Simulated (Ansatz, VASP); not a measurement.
# One calculation of Gd, two programs

File POSCAR:

```
Gd
1.0
    3.6395052102      0.0000000000      0.0000000000
   -1.8197526051      3.1519039692      0.0000000000
    0.0000000000      0.0000000000      5.9110370954
Gd
2
Direct
    0.3333333333      0.6666666667      0.2500000000
    0.6666666667      0.3333333333      0.7500000000
```

Contents of INCAR.step1:

```
PREC = Accurate ; ENCUT = 520
ISMEAR = -1 ; SIGMA = 0.05
LREAL = F ; LASPH = T
NELM = 150 ; ISPIN = 2
MAGMOM = 7.588 7.588 ; LMAXMIX = 6
NBANDS = 29 ; GGA = PE
ALGO = Normal ; EDIFF = 1E-4
LWAVE = T ; LCHARG = F
```

INCAR.step2

```
PREC = Accurate ; ENCUT = 520
EDIFF = 1E-6 ; ISMEAR = -1
SIGMA = 0.05 ; LREAL = F
LASPH = T ; NELM = 150
ALGO = Normal ; ISIF = 2
LWAVE = F ; LCHARG = F
ISPIN = 2 ; MAGMOM = 7.588 7.588
LORBIT = 11 ; LMAXMIX = 6
METAGGA = R2SCAN ; LMIXTAU = T
NBANDS = 29 ; ISTART = 1
```

Contents of KPOINTS:

```
Automatic mesh
0
Gamma
  2 2 1
```

Input for Ansatz:

```yaml
crystal:
  lattice:
    - [3.6395052102, 0.0, 0.0]
    - [-1.8197526051, 3.1519039692, 0.0]
    - [0.0, 0.0, 5.9110370954]
  atoms:
    - { symbol: Gd, position: [0.3333333333, 0.6666666667, 0.25], spin: 7.588 }
    - { symbol: Gd, position: [0.6666666667, 0.3333333333, 0.75], spin: 7.588 }
hamiltonian:
  xc: r2scan
  pseudopotentials:
    kind: paw
    azcp:
      Gd: "pseudopotentials/Gd.paw.azcp"
basis:
  ecutwfc: 500
  fft_grid_basis: typed
kpoints:
  mp_grid: { grid: [2, 2, 1], shift: [0, 0, 0] }
magnetization:
  spin_polarized: true
scf:
  occupations: { method: fermi_dirac, width: 0.05 }
  lower_state_search: "off"
output:
  stress: true
```

Alike in both runs: task single point; functional r2SCAN; k mesh 2 × 2 × 1; occupations fermi-dirac, width 0.05 eV; collinear spin.

|  | VASP | Ansatz |
| --- | --- | --- |
| version | VASP 6.6.1 | Ansatz 0.2.0 |
| potentials or method | VASP PAW PBE potentials, release 64 (Gd) | plane waves (500 eV) with PAW, scalar-relativistic |
| plane-wave cutoff (eV) | 520 | 500 |
| valence electrons in the cell | 36 | 36 |

```tsv
	VASP	Ansatz	Ansatz less VASP
pressure (GPa)	-10.2	-10.1	+0.07
largest component of the traceless stress (GPa)	0.31	0.32	+0.006
net moment per atom (μB)	7.25	7.25	0.000
size of the moment on the site where the two differ most (μB)	6.85	7.14	+0.290
```

Site moments also hang on the region over which each program counts them. Ansatz warned: «stability_check_not_made».

Caveats: the k mesh is coarse (spacing up to 1.06 Å⁻¹), so the values aren't converged; the PAW data sets were made with another functional, which shifts forces and pressure a little (VASP). The state reached can hang on the start; a lower one may exist.
